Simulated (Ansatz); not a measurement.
**Property card for HgS**

All numbers below come from DFT PBE, scalar-relativistic, plane waves, PAW in Ansatz 0.2.0.

Settings: cutoff 420 eV, Γ-centred mesh 12×12×12 on the computed 2-atom cell, Gaussian smearing of 0.10 eV; no spin polarisation.

The structure is relaxed at this level of theory with its symmetry kept. This zinc-blende form isn't the usual stable structure of the compound.

```
Hg S
1.0
     0.00000    2.99571    2.99571
     2.99571    0.00000    2.99571
     2.99571    2.99571    0.00000
Hg S
1 1
Direct
  0.00000 0.00000 0.00000
  0.25000 0.25000 0.25000
```

| Item | Value |
| --- | --- |
| Space group | F-43m (No. 216) |
| Volume per atom | 26.88 Å³ |
| Formation energy from the elements' standard states (Br, Hg as crystals; uncorrected) | -0.155 eV/atom |
| Kohn–Sham band gap | zero, with almost no states at the Fermi level |
| Density of states at the Fermi level | 0.00 states/eV per cell (so small that it hangs on the mesh: a semimetal, or crossings between mesh points) |
| Löwdin character within 0.5 eV of the Fermi level | S 3p 82 %, Hg 5d 14 % |
| Bulk modulus | 50 GPa |
| Its pressure derivative | 4.9 |
| Bader charges (e) | Hg (1 in the cell) 0.53, S (1 in the cell) -0.53 |

Spin-orbit coupling is left out, which matters for the bands of heavy elements.